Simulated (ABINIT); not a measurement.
A run of ABINIT 10.8.3 (patched build) is set up as follows.

The input run.abi:

```
# Datasets: one volume each
ndtset 7
getwfk -1
scalecart1 3*0.9795861087
scalecart2 3*0.9864848297
scalecart3 3*0.9932883884
scalecart4 3*1.0000000000
scalecart5 3*1.0066227096
scalecart6 3*1.0131594038
scalecart7 3*1.0196128224

# Pseudopotentials
pp_dirpath "./"
pseudos "Nb.GGA_PBE-JTH.xml"

# Structure
acell 3*1.0 Angstrom
rprim
     0.0000000000     2.1150000000     2.1150000000
     2.1150000000     0.0000000000     2.1150000000
     2.1150000000     2.1150000000     0.0000000000
ntypat 1
znucl 41
natom 1
typat 1
xred
     0.0000000000     0.0000000000     0.0000000000

# Plane-wave basis
ecut 517.016339 eV
pawecutdg 38.0

# k points
kptopt 1
ngkpt 11 11 11
nshiftk 1
shiftk 0.0 0.0 0.0

# Exchange and correlation
ixc -497498
usekden 1
pawxcdev 0

# Bands and occupations
nband 11
occopt 3
tsmear 0.00183747

# SCF cycle
nstep 100
tolvrs 1.0e-7

# Output
iomode 3
prtwf 1
prtden 0
prteig 0
prtebands 0
enunit 1
```

Potentials or basis: JTH PAW PBE v2.0.

Run with:

```console
$ abinit run.abi > log 2>&1
```

Problem. What does it give for the equilibrium volume?

Solution. 18.61 Å³/atom.

Problem. Predict the pressure derivative of the bulk modulus.

Solution. 3.9.

Energy against volume, from the lowest point:
| volume (Å³/atom) | energy (meV/atom) |
| --- | --- |
| 17.786 | 19.99 |
| 18.165 | 5.51 |
| 18.543 | 0.00 |
| 18.922 | 2.49 |
| 19.300 | 12.33 |
| 19.679 | 28.69 |
| 20.057 | 51.18 |

Caveat: pressures at fixed basis lie under the slope of the energies; the PAW data sets were made with another functional, which shifts forces and pressure a little.
